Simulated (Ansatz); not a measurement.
# Dielectric response of ZnS (10-10) films, part 4 of 6

How well do thin wurtzite ZnS (10-10) films screen a perpendicular field?

Ansatz 0.2.0; plane-wave DFT, PBEsol, Ansatz PAW (the session's first sound run).

So far. Step 16 (The relaxed film, single point, 20 atoms, units 5): The gap is 2.19 eV, with the valence edge 6.04 eV and the conduction edge 3.85 eV under the upper vacuum level. Step 17 (Single point, 20 atoms, units 5, field 0.05 V/Å): The dipole is 0.0904 e·Å, and the gap on the mesh 2.165 eV.

### Step 18. Atoms held, 20 atoms, units 5, field -0.05 V/Å

The input, input.yaml:

```yaml
crystal:
  lattice:
    - [3.82, 0.0, 0.0]
    - [0.0, 6.26, 0.0]
    - [0.0, 0.0, 32.335607184]
  atoms:
    - { symbol: Zn, position: [0.0, 0.0489421243, 0.2984763089] }
    - { symbol: S, position: [0.0, 0.3846224771, 0.2782781834] }
    - { symbol: Zn, position: [0.5, 0.4864310533, 0.3126771315] }
    - { symbol: S, position: [0.5, 0.8686329164, 0.3153707618] }
    - { symbol: Zn, position: [0.5, -0.0037719766, 0.383982263] }
    - { symbol: S, position: [0.5, 0.3690438222, 0.382298189] }
    - { symbol: Zn, position: [0.0, 0.4920580043, 0.4155347591] }
    - { symbol: S, position: [0.0, 0.8664902679, 0.4162026244] }
    - { symbol: Zn, position: [0.0, -0.0050974972, 0.4837236329] }
    - { symbol: S, position: [0.0, 0.3676488116, 0.4833888052] }
    - { symbol: Zn, position: [0.5, 0.4949025033, 0.5162763672] }
    - { symbol: S, position: [0.5, 0.8676488123, 0.5166111946] }
    - { symbol: Zn, position: [0.5, -0.0079419941, 0.5844652414] }
    - { symbol: S, position: [0.5, 0.3664902701, 0.5837973751] }
    - { symbol: Zn, position: [0.0, 0.496228027, 0.6160177378] }
    - { symbol: S, position: [0.0, 0.8690438258, 0.6177018102] }
    - { symbol: Zn, position: [0.0, -0.0135689525, 0.6873228695] }
    - { symbol: S, position: [0.0, 0.3686329136, 0.6846292365] }
    - { symbol: Zn, position: [0.5, 0.5489421194, 0.7015236918] }
    - { symbol: S, position: [0.5, 0.8846224718, 0.7217218166] }
kpoints:
  mp_grid: { grid: [8, 4, 1] }
hamiltonian:
  xc: pbesol
scf:
  occupations: { method: fixed }
  convergence: { dr2_threshold: 1.0e-10 }
efield:
  axis: 3
  dipole_correction: true
  ramp_position: 0.97
  ramp_width: 0.06
  amplitude: -0.05
output:
  write_potential: true
  write_density: true
  volumetric_format: npy
```

Launch:

```
$ ansatz run input.yaml --threads 8 --pin off --max-ram 32768MiB --backend cpu --events-out ev --progress --plain --runs-dir out
```

Numbers of over 12 decimals in the logs are rounded to 6 here.

The program printed:

```text
[...]
Crystal: 20 atoms, lattice volume = 773.248 Å³
Basis set: ecut = 420 eV, 15189 PW (Γ)
Bands: 110, of which v1, the nominal top of the filled ones, is band 90 counted from 1 (89 counted from 0)
Symmetry: 2 space group operations
k-points: 15 of 32 (time reversal used)
[...]
k-point 0: bands = [... 86 lower, -0.2870, -0.2199, -0.1185, -0.0081, 2.1573, 2.6049, 3.1894, 3.2596, ... 16 higher]
  k-point 1: bands = [... 86 lower, -0.4239, -0.3260, -0.2961, -0.1762, 2.8978, 3.0175, 3.2341, 3.2915, ... 16 higher]
  k-point 2: bands = [... 86 lower, -0.5328, -0.4481, -0.4429, -0.3668, 3.1225, 3.1906, 3.4242, 3.4823, ... 16 higher]
  k-point 14: bands = [... 86 lower, -1.5394, -1.4509, -1.1992, -1.0890, 3.2128, 3.2722, 3.5839, 3.5963, ... 16 higher]
[key lines of the parts left out:]
SCF converged after 15 iterations
Free energy (F): -41672.913234 eV
Fermi energy:    -0.008067 eV
Dipole field:    D = -0.021144 V/Å  (p = -0.090354 e·Å, saw-weighted, corrected)
```

Elapsed: 35 s, on 8 threads of Arm Neoverse V2, shared host; peak memory 3.6 GiB; 4.6 min of CPU time.

The dipole is -0.0904 e·Å, and the gap on the mesh 2.165 eV.

### Step 19. Response with the atoms held, 20 atoms, units 5

This step: plane-wave DFT, PBEsol, Ansatz PAW; response to a field along the normal, atoms held (Ansatz 0.2.0).

Local field over the applied field, running mean. From the potentials at -0.05 and 0.05 V/Å; running mean over 3.308 Å, taken twice. Local field over applied field against z:

```csv
z (Å),local field over applied field
5,0.982
6,0.921
7,0.783
8,0.580
9,0.377
10,0.237
11,0.176
12,0.164
13,0.166
14,0.167
15,0.168
16,0.168
17,0.168
18,0.167
19,0.166
20,0.165
21,0.169
22,0.208
23,0.320
24,0.508
25,0.720
26,0.884
27,0.969
28,0.995
```

The induced dipole is that of a conductor 13.67 Å thick.

### Step 20. Relaxing in the field, 20 atoms, units 5, field 0.05 V/Å

This step: plane-wave DFT, PBEsol, Ansatz PAW (Ansatz 0.2.0).

The same pair of relaxations in the field for this thickness.

input.yaml: that of step 18 with these lines changed.

```diff
@@ -38,3 +38,6 @@
   ramp_width: 0.06
-  amplitude: -0.05
+  amplitude: 0.05
+relax:
+  f_tol: 0.0006
+  max_steps: 70
 output:
```

The program printed:

```text
[...]
Crystal: 20 atoms, lattice volume = 773.248 Å³
Basis set: ecut = 420 eV, 15189 PW (Γ), exchange–correlation on 54×90×450 points (8 copies of the dense FFT grid, shifted against one another)
Bands: 110, of which v1, the nominal top of the filled ones, is band 90 counted from 1 (89 counted from 0)
Symmetry: 2 space group operations
k-points: 15 of 32 (time reversal used)
[...]
- { symbol: Zn, position: [0.5, -0.00796019, 0.584485] }
    - { symbol: S, position: [0.5, 0.366499, 0.583777] }
    - { symbol: Zn, position: [0.0, 0.496179, 0.616058] }
    - { symbol: S, position: [0.0, 0.868985, 0.617654] }
    - { symbol: Zn, position: [0.0, -0.013742, 0.687345] }
    - { symbol: S, position: [0.0, 0.368433, 0.684607] }
    - { symbol: Zn, position: [0.5, 0.548655, 0.701599] }
    - { symbol: S, position: [0.5, 0.884454, 0.721684] }
[key lines of the parts left out:]
SCF converged after 6 iterations
Free energy (F): -41672.912634 eV
Fermi energy:    -0.019462 eV
Dipole field:    D = 0.022496 V/Å  (p = 0.096130 e·Å, saw-weighted, corrected)
```

The job ended after 75 s (8 threads; peak memory 3.4 GiB; 9.8 min of CPU time).

No atom moved by 0.005 Å in the relaxation.

The relaxation took 4 steps and lowered the energy by 1.5e-4 eV; the largest force on the free atoms ends at 4.9e-4 eV/Å.

The dipole is 0.0961 e·Å, and the gap on the mesh 2.179 eV.

### Step 21. Field on, atoms free, 20 atoms, units 5, field -0.05 V/Å

The opposite sign, again from the field-free geometry; the difference of the two cancels what relaxes without a field.

input.yaml: that of step 20 with these lines changed.

```diff
@@ -38,3 +38,3 @@
   ramp_width: 0.06
-  amplitude: 0.05
+  amplitude: -0.05
 relax:
```

The program printed:

```text
[...]
Crystal: 20 atoms, lattice volume = 773.248 Å³
Basis set: ecut = 420 eV, 15189 PW (Γ), exchange–correlation on 54×90×450 points (8 copies of the dense FFT grid, shifted against one another)
Bands: 110, of which v1, the nominal top of the filled ones, is band 90 counted from 1 (89 counted from 0)
Symmetry: 2 space group operations
k-points: 15 of 32 (time reversal used)
[...]
- { symbol: Zn, position: [0.5, -0.00782148, 0.584443] }
    - { symbol: S, position: [0.5, 0.366633, 0.583831] }
    - { symbol: Zn, position: [0.0, 0.496368, 0.615990] }
    - { symbol: S, position: [0.0, 0.869188, 0.617739] }
    - { symbol: Zn, position: [0.0, -0.013430, 0.687309] }
    - { symbol: S, position: [0.0, 0.368752, 0.684657] }
    - { symbol: Zn, position: [0.5, 0.549151, 0.701460] }
    - { symbol: S, position: [0.5, 0.884723, 0.721767] }
[key lines of the parts left out:]
SCF converged after 6 iterations
Free energy (F): -41672.912634 eV
Fermi energy:    -0.019462 eV
Dipole field:    D = -0.022496 V/Å  (p = -0.096129 e·Å, saw-weighted, corrected)
```

Run time: 74 s. Hardware: 8 threads; peak memory 3.4 GiB; 9.7 min of CPU time.

Hardly anything moved in the relaxation; the energy changed by under 0.2 meV an atom.

The relaxation took 4 steps and lowered the energy by 1.5e-4 eV; the largest force on the free atoms ends at 4.9e-4 eV/Å.

The dipole is -0.0961 e·Å, and the gap on the mesh 2.179 eV.

### Step 22. Response with the atoms relaxed, 20 atoms, units 5

This step: plane-wave DFT, PBEsol, Ansatz PAW; response to a field along the normal, atoms relaxed (Ansatz 0.2.0).

Local field over the applied field, running mean. From the potentials at -0.05 and 0.05 V/Å; running mean over 3.308 Å, taken twice. Local field over applied field against z:

```csv
z (Å),local field over applied field
5,0.978
6,0.924
7,0.779
8,0.560
9,0.338
10,0.159
11,0.118
12,0.105
13,0.126
14,0.116
15,0.114
16,0.115
17,0.114
18,0.115
19,0.126
20,0.111
21,0.110
22,0.140
23,0.261
24,0.486
25,0.707
26,0.892
27,0.962
28,0.994
```

The induced dipole is that of a conductor 14.55 Å thick.

### Step 23. Relaxing the film, 24 atoms, units 6

This step: plane-wave DFT, PBEsol, Ansatz PAW (Ansatz 0.2.0).

System of this step: ZnS (10-10), 6 units. The cell holds 24 atoms: 12 Zn and 12 S. Its edges and angles: a = 3.820 Å, b = 6.260 Å, c = 35.644 Å, α = 90.0°, β = 90.0°, γ = 90.0°. It derives from ZnS (wurtzite ZnS). Vacuum lies along c.

The next thickness, treated alike, so that differences show the interior and the faces cancel.

The input, input.yaml:

```yaml
crystal:
  lattice:
    - [3.82, 0.0, 0.0]
    - [0.0, 6.26, 0.0]
    - [0.0, 0.0, 35.6438242264]
  atoms:
    - { symbol: Zn, position: [0.0, 0.0, 0.2524981591] }
    - { symbol: S, position: [0.0, 0.375, 0.2524981591] }
    - { symbol: Zn, position: [0.5, 0.5, 0.2834358892] }
    - { symbol: S, position: [0.5, 0.875, 0.2834358892] }
    - { symbol: Zn, position: [0.5, 0.0, 0.3453113494] }
    - { symbol: S, position: [0.5, 0.375, 0.3453113494] }
    - { symbol: Zn, position: [0.0, 0.5, 0.3762490795] }
    - { symbol: S, position: [0.0, 0.875, 0.3762490795] }
    - { symbol: Zn, position: [0.0, 0.0, 0.4381245398] }
    - { symbol: S, position: [0.0, 0.375, 0.4381245398] }
    - { symbol: Zn, position: [0.5, 0.5, 0.4690622699] }
    - { symbol: S, position: [0.5, 0.875, 0.4690622699] }
    - { symbol: Zn, position: [0.5, 0.0, 0.5309377301] }
    - { symbol: S, position: [0.5, 0.375, 0.5309377301] }
    - { symbol: Zn, position: [0.0, 0.5, 0.5618754602] }
    - { symbol: S, position: [0.0, 0.875, 0.5618754602] }
    - { symbol: Zn, position: [0.0, 0.0, 0.6237509205] }
    - { symbol: S, position: [0.0, 0.375, 0.6237509205] }
    - { symbol: Zn, position: [0.5, 0.5, 0.6546886506] }
    - { symbol: S, position: [0.5, 0.875, 0.6546886506] }
    - { symbol: Zn, position: [0.5, 0.0, 0.7165641108] }
    - { symbol: S, position: [0.5, 0.375, 0.7165641108] }
    - { symbol: Zn, position: [0.0, 0.5, 0.7475018409] }
    - { symbol: S, position: [0.0, 0.875, 0.7475018409] }
kpoints:
  mp_grid: { grid: [8, 4, 1] }
hamiltonian:
  xc: pbesol
scf:
  occupations: { method: fixed }
  convergence: { dr2_threshold: 1.0e-09 }
efield:
  axis: 3
  dipole_correction: true
  ramp_position: 0.97
  ramp_width: 0.06
relax:
  f_tol: 0.003
  max_steps: 100
output:
  write_potential: true
  write_density: true
  volumetric_format: npy
```

The program printed:

```text
[...]
Crystal: 24 atoms, lattice volume = 852.358 Å³
Basis set: ecut = 420 eV, 16743 PW (Γ), exchange–correlation on 54×90×480 points (8 copies of the dense FFT grid, shifted against one another)
Bands: 132, of which v1, the nominal top of the filled ones, is band 108 counted from 1 (107 counted from 0)
Symmetry: 2 space group operations
[...]
- { symbol: Zn, position: [0.0, -0.00695372, 0.622164] }
    - { symbol: S, position: [0.0, 0.367524, 0.621667] }
    - { symbol: Zn, position: [0.5, 0.497346, 0.650882] }
    - { symbol: S, position: [0.5, 0.870150, 0.652344] }
    - { symbol: Zn, position: [0.5, -0.012495, 0.715509] }
    - { symbol: S, position: [0.5, 0.369715, 0.713118] }
    - { symbol: Zn, position: [0.0, 0.550033, 0.728433] }
    - { symbol: S, position: [0.0, 0.885752, 0.746724] }
[key lines of the parts left out:]
SCF converged after 7 iterations
Free energy (F): -50007.774968 eV
Fermi energy:    0.498813 eV
Dipole field:    D = 0.000000 V/Å  (p = 0.000000 e·Å, saw-weighted, corrected)
Work function:   Φ+ = 6.0425 eV   Φ− = 6.0425 eV
```

Wall time 3.1 min (8 threads); peak memory 4.4 GiB.

The steps of the relaxation:

```csv
step,energy less that of the first step (eV),largest force component (eV/Å)
1,0.0000,1.3700
2,-0.6696,0.9093
3,-1.0403,0.5374
4,-1.1778,0.1522
5,-1.2153,0.0224
6,-1.2159,0.0121
7,-1.2160,0.0022
```

The run keeps the 2 symmetry operations that it works with, so distortions that break them were not tested.

The atoms that moved most (Å):

```csv
atom,dx,dy,dz,length
Zn1,0.000,0.313,0.680,0.748
Zn23,0.000,0.313,-0.680,0.748
Zn19,0.000,-0.017,-0.136,0.137
Zn5,0.000,-0.017,0.136,0.137
S22,0.000,-0.033,-0.123,0.127
S4,0.000,-0.033,0.123,0.127
S20,0.000,-0.030,-0.084,0.089
S6,0.000,-0.030,0.084,0.089
```

The relaxation took 7 steps and lowered the energy by 1.2 eV; the largest force on the free atoms ends at 0.0022 eV/Å.

The gap is 2.17 eV, with the valence edge 6.04 eV and the conduction edge 3.87 eV under the upper vacuum level.

### Step 24. Single point on the relaxed film, 24 atoms, units 6

The next thickness, treated alike, so that differences show the interior and the faces cancel.

The input, input.yaml:

```yaml
crystal:
  lattice:
    - [3.82, 0.0, 0.0]
    - [0.0, 6.26, 0.0]
    - [0.0, 0.0, 35.6438242264]
  atoms:
    - { symbol: Zn, position: [0.0, 0.0500330848, 0.2715667352] }
    - { symbol: S, position: [0.0, 0.3857524333, 0.2532760776] }
    - { symbol: Zn, position: [0.5, 0.4875053617, 0.2844912467] }
    - { symbol: S, position: [0.5, 0.8697153063, 0.2868819463] }
    - { symbol: Zn, position: [0.5, -0.0026543076, 0.3491179304] }
    - { symbol: S, position: [0.5, 0.3701503688, 0.3476563415] }
    - { symbol: Zn, position: [0.0, 0.4930462793, 0.3778359823] }
    - { symbol: S, position: [0.0, 0.8675236217, 0.378332855] }
    - { symbol: Zn, position: [0.0, -0.0037629248, 0.439540557] }
    - { symbol: S, position: [0.0, 0.3688256005, 0.4393998167] }
    - { symbol: Zn, position: [0.5, 0.4953831354, 0.4693848271] }
    - { symbol: S, position: [0.5, 0.8684820425, 0.4693435989] }
    - { symbol: Zn, position: [0.5, -0.0046168646, 0.5306151729] }
    - { symbol: S, position: [0.5, 0.3684820425, 0.5306564012] }
    - { symbol: Zn, position: [0.0, 0.4962370751, 0.560459443] }
    - { symbol: S, position: [0.0, 0.8688256003, 0.5606001834] }
    - { symbol: Zn, position: [0.0, -0.006953721, 0.6221640176] }
    - { symbol: S, position: [0.0, 0.3675236213, 0.6216671451] }
    - { symbol: Zn, position: [0.5, 0.4973456921, 0.6508820695] }
    - { symbol: S, position: [0.5, 0.8701503686, 0.6523436585] }
    - { symbol: Zn, position: [0.5, -0.0124946388, 0.7155087533] }
    - { symbol: S, position: [0.5, 0.3697153056, 0.7131180537] }
    - { symbol: Zn, position: [0.0, 0.5500330842, 0.7284332648] }
    - { symbol: S, position: [0.0, 0.8857524328, 0.7467239224] }
kpoints:
  mp_grid: { grid: [8, 4, 1] }
hamiltonian:
  xc: pbesol
scf:
  occupations: { method: fixed }
  convergence: { dr2_threshold: 1.0e-09 }
efield:
  axis: 3
  dipole_correction: true
  ramp_position: 0.97
  ramp_width: 0.06
output:
  eigenvalues: true
  write_potential: true
  write_density: true
  volumetric_format: npy
```

The program printed:

```text
[...]
Crystal: 24 atoms, lattice volume = 852.358 Å³
Basis set: ecut = 420 eV, 16743 PW (Γ)
Bands: 132, of which v1, the nominal top of the filled ones, is band 108 counted from 1 (107 counted from 0)
Symmetry: 2 space group operations
k-points: 15 of 32 (time reversal used)
[...]
k-point 1: bands = [... 104 lower, 0.1190, 0.2356, 0.2804, 0.3352, 3.4505, 3.5312, 3.7253, 3.7675, ... 20 higher]
  k-point 2: bands = [... 104 lower, 0.0489, 0.0489, 0.1377, 0.1378, 3.6916, 3.6916, 3.9543, 3.9543, ... 20 higher]
  k-point 14: bands = [... 104 lower, -0.9655, -0.9655, -0.6091, -0.6091, 3.7724, 3.7724, 4.0581, 4.0581, ... 20 higher]
[key lines of the parts left out:]
SCF converged after 11 iterations
Free energy (F): -50007.775615 eV
Fermi energy:    0.498790 eV
Dipole field:    D = 0.000000 V/Å  (p = 0.000001 e·Å, saw-weighted, corrected)
Work function:   Φ+ = 6.0426 eV   Φ− = 6.0426 eV
```

Wall time 42 s (8 threads); peak memory 4.7 GiB; 5.5 min of CPU time.

The gap is 2.17 eV, with the valence edge 6.04 eV and the conduction edge 3.87 eV under the upper vacuum level.

### Step 25. Single point, 24 atoms, units 6, field 0.05 V/Å

input.yaml: that of step 24 with these lines changed.

```diff
@@ -36,3 +36,3 @@
   occupations: { method: fixed }
-  convergence: { dr2_threshold: 1.0e-09 }
+  convergence: { dr2_threshold: 1.0e-10 }
 efield:
@@ -42,4 +42,4 @@
   ramp_width: 0.06
+  amplitude: 0.05
 output:
-  eigenvalues: true
   write_potential: true
```

The program printed:

```text
[...]
Crystal: 24 atoms, lattice volume = 852.358 Å³
Basis set: ecut = 420 eV, 16743 PW (Γ)
Bands: 132, of which v1, the nominal top of the filled ones, is band 108 counted from 1 (107 counted from 0)
Symmetry: 2 space group operations
k-points: 15 of 32 (time reversal used)
[...]
k-point 0: bands = [... 104 lower, 0.2963, 0.3352, 0.4231, 0.5374, 2.6666, 3.0452, 3.5617, 3.7405, ... 20 higher]
  k-point 1: bands = [... 104 lower, 0.1200, 0.2466, 0.2517, 0.3685, 3.4213, 3.5562, 3.7175, 3.7673, ... 20 higher]
  k-point 2: bands = [... 104 lower, -0.0063, 0.0885, 0.1076, 0.1901, 3.6437, 3.7357, 3.9251, 3.9733, ... 20 higher]
  k-point 14: bands = [... 104 lower, -0.9935, -0.9022, -0.6777, -0.5402, 3.7300, 3.8115, 4.0496, 4.0610, ... 20 higher]
[key lines of the parts left out:]
SCF converged after 16 iterations
Free energy (F): -50007.778321 eV
Fermi energy:    0.537439 eV
Dipole field:    D = 0.022974 V/Å  (p = 0.108218 e·Å, saw-weighted, corrected)
```

It took 49 s on 8 threads; peak memory 4.6 GiB.

The dipole is 0.108 e·Å, and the gap on the mesh 2.129 eV.

### Step 26. Single point, 24 atoms, units 6, field -0.05 V/Å

input.yaml: that of step 25 with these lines changed.

```diff
@@ -42,3 +42,3 @@
   ramp_width: 0.06
-  amplitude: 0.05
+  amplitude: -0.05
 output:
```

The program printed:

```text
[...]
Crystal: 24 atoms, lattice volume = 852.358 Å³
Basis set: ecut = 420 eV, 16743 PW (Γ)
Bands: 132, of which v1, the nominal top of the filled ones, is band 108 counted from 1 (107 counted from 0)
Symmetry: 2 space group operations
k-points: 15 of 32 (time reversal used)
[...]
k-point 0: bands = [... 104 lower, 0.2963, 0.3352, 0.4231, 0.5374, 2.6666, 3.0452, 3.5617, 3.7405, ... 20 higher]
  k-point 1: bands = [... 104 lower, 0.1200, 0.2466, 0.2517, 0.3685, 3.4213, 3.5562, 3.7175, 3.7673, ... 20 higher]
  k-point 2: bands = [... 104 lower, -0.0064, 0.0885, 0.1076, 0.1901, 3.6437, 3.7357, 3.9251, 3.9733, ... 20 higher]
  k-point 14: bands = [... 104 lower, -0.9935, -0.9022, -0.6777, -0.5401, 3.7300, 3.8115, 4.0496, 4.0610, ... 20 higher]
[key lines of the parts left out:]
SCF converged after 16 iterations
Free energy (F): -50007.778321 eV
Fermi energy:    0.537438 eV
Dipole field:    D = -0.022974 V/Å  (p = -0.108216 e·Å, saw-weighted, corrected)
```

Run time: 49 s. Hardware: 8 threads; peak memory 4.6 GiB.

The dipole is -0.108 e·Å, and the gap on the mesh 2.129 eV.

### Step 27. Response with the atoms held, 24 atoms, units 6

This step: plane-wave DFT, PBEsol, Ansatz PAW; response to a field along the normal, atoms held (Ansatz 0.2.0).

Local field over the applied field, running mean. From the potentials at -0.05 and 0.05 V/Å; running mean over 3.308 Å, taken twice. Local field over applied field against z:

```csv
z (Å),local field over applied field
5,0.983
6,0.924
7,0.788
8,0.587
9,0.382
10,0.239
11,0.177
12,0.165
13,0.166
14,0.167
15,0.168
16,0.168
17,0.168
18,0.168
19,0.168
20,0.168
21,0.168
22,0.167
23,0.165
24,0.166
25,0.192
26,0.280
27,0.450
28,0.663
29,0.845
30,0.953
31,0.991
```

The induced dipole is that of a conductor 16.38 Å thick.

### Step 28. Field on, atoms free, 24 atoms, units 6, field 0.05 V/Å

This step: plane-wave DFT, PBEsol, Ansatz PAW (Ansatz 0.2.0).

The same pair of relaxations in the field for this thickness.

input.yaml: that of step 26 with these lines changed.

```diff
@@ -42,3 +42,6 @@
   ramp_width: 0.06
-  amplitude: -0.05
+  amplitude: 0.05
+relax:
+  f_tol: 0.0006
+  max_steps: 70
 output:
```

The program printed:

```text
[...]
Crystal: 24 atoms, lattice volume = 852.358 Å³
Basis set: ecut = 420 eV, 16743 PW (Γ), exchange–correlation on 54×90×480 points (8 copies of the dense FFT grid, shifted against one another)
Bands: 132, of which v1, the nominal top of the filled ones, is band 108 counted from 1 (107 counted from 0)
Symmetry: 2 space group operations
k-points: 15 of 32 (time reversal used)
[...]
- { symbol: Zn, position: [0.0, -0.00701739, 0.622181] }
    - { symbol: S, position: [0.0, 0.367483, 0.621651] }
    - { symbol: Zn, position: [0.5, 0.497246, 0.650919] }
    - { symbol: S, position: [0.5, 0.870032, 0.652297] }
    - { symbol: Zn, position: [0.5, -0.012705, 0.715522] }
    - { symbol: S, position: [0.5, 0.369479, 0.713098] }
    - { symbol: Zn, position: [0.0, 0.549704, 0.728499] }
    - { symbol: S, position: [0.0, 0.885559, 0.746681] }
[key lines of the parts left out:]
SCF converged after 6 iterations
Free energy (F): -50007.777848 eV
Fermi energy:    0.519689 eV
Dipole field:    D = 0.024443 V/Å  (p = 0.115139 e·Å, saw-weighted, corrected)
```

It took 1.7 min on 8 threads; peak memory 4.4 GiB; 14 min of CPU time.

The relaxation took 4 steps and lowered the energy by 1.7e-4 eV; the largest force on the free atoms ends at 5.5e-4 eV/Å.

The dipole is 0.115 e·Å, and the gap on the mesh 2.150 eV.

(Continued in part 5 of 6.)

[Logs are printed without paths, hosts, clocks, repeated set-up lines and the standing remarks that a program may print on its own settings, such as how far it seeks lower states.]

[Hosts, paths, dates, database ids (printed as entryN), source tags and the programs' standing remarks are cut or masked in the printed files.]

[Maps of the electrostatic potential energy from Ansatz leave out the sawtooth potential of an applied field or a dipole correction, so their vacuum need not be flat; planar profiles and work functions include it.]
